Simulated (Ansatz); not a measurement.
# ZnO: stiffness from a series of strains

```xyz
4
Lattice="3.2494 0.0000 0.0000 -1.6247 2.8141 0.0000 0.0000 0.0000 5.2038" Properties=species:S:1:pos:R:3 pbc="T T T"
Zn    0.0000    1.8760    0.0000
Zn    1.6247    0.9380    2.6019
O     0.0000    1.8760    1.9884
O     1.6247    0.9380    4.5903
```

Atom numbers follow the list: Zn1, Zn2, O3, O4.

The geometry is COD entry 9004178, unchecked; take it as a test cell.

Theory: DFT, LDA, all-electron LAPW, scalar-relativistic in Ansatz 0.2.0.

Settings: a Γ-centred 11×11×6 k mesh, Fermi–Dirac smearing of 0.02 eV, basis error target 0.5 meV/atom, no spin polarisation.

The strain is applied along the Cartesian axes of the cell as listed (the other components stay zero). Fractional coordinates are held (clamped ions).

σ is the change of stress from the unstrained cell, which is at -7.03 GPa; tension is positive, so slopes are stress–strain coefficients at that pressure.

Only quantities that a quadratic follows smoothly over the whole series are listed; rougher ones are left out.

| εzz | σzz (GPa) | σxx (GPa) |
| --- | --- | --- |
| -0.0300 | -9.19 | -1.95 |
| -0.0100 | -2.76 | -0.61 |
| 0.0000 | 0.00 | 0.00 |
| 0.0100 | 2.49 | 0.57 |
| 0.0200 | 4.74 | 1.10 |
| 0.0300 | 6.77 | 1.61 |

(1) Fit the series and read off the stiffness at zero strain.

(2) One run, at εzz = -0.0200, is withheld. Predict its row.

Answers

(1) Least-squares fits y = p0 + p1 x + p2 x² to the rows give σzz (GPa): p1 = 265, p2 = -1300; σxx (GPa): p1 = 59.2, p2 = -190. So C33 = 265 GPa and C13 = 59 GPa, for these axes.

(2) The fits give -5.85, -1.26; the run gave -5.81, -1.25.
